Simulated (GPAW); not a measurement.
PbSe (Clausthalite):

```xyz
2
Lattice="0.0000 3.0606 3.0606 3.0606 0.0000 3.0606 3.0606 3.0606 0.0000" Properties=species:S:1:pos:R:3 pbc="T T T"
Pb    0.0000    0.0000    0.0000
Se    3.0606    3.0606    3.0606
```

| Item | Value |
| --- | --- |
| Program | GPAW 26.7.0 |
| Task | single point |
| Functional | PBEsol |
| Potentials or basis | PAW data sets generated in the run's folder for this functional |
| Cutoff | 600 eV |
| Basis | pw |
| k mesh | 8 × 8 × 8 |
| Occupations | fermi-dirac, width 0.05 eV |
| Spin | no spin polarisation |

On this cell: pressure -0.7 GPa; largest force zero by symmetry; band gap on the k mesh 0.16 eV, direct.

The same run follows on a disturbed copy (atoms moved at random, drawn with an rms of 0.05 Å):

```
CELL_PARAMETERS angstrom
0.00000 3.06065 3.06065
3.06065 0.00000 3.06065
3.06065 3.06065 0.00000
ATOMIC_POSITIONS crystal
Pb 0.99775 0.99684 0.99940
Se 0.50309 0.50000 0.49270
```

Task: What changes?

Result: The energy moves by +0.0 meV/atom; pressure -0.7 GPa; largest force 0.006 eV/Å; band gap on the k mesh 0.16 eV, direct.

Forces in eV/Å, atoms in the order of the input:
```
Pb  -0.003 -0.001  0.006
Se   0.003  0.001 -0.006
```

Caveats: spin-orbit coupling is left out, which as a rule narrows the gap of such compounds by several tenths of an eV.

A k mesh can miss the band edges.
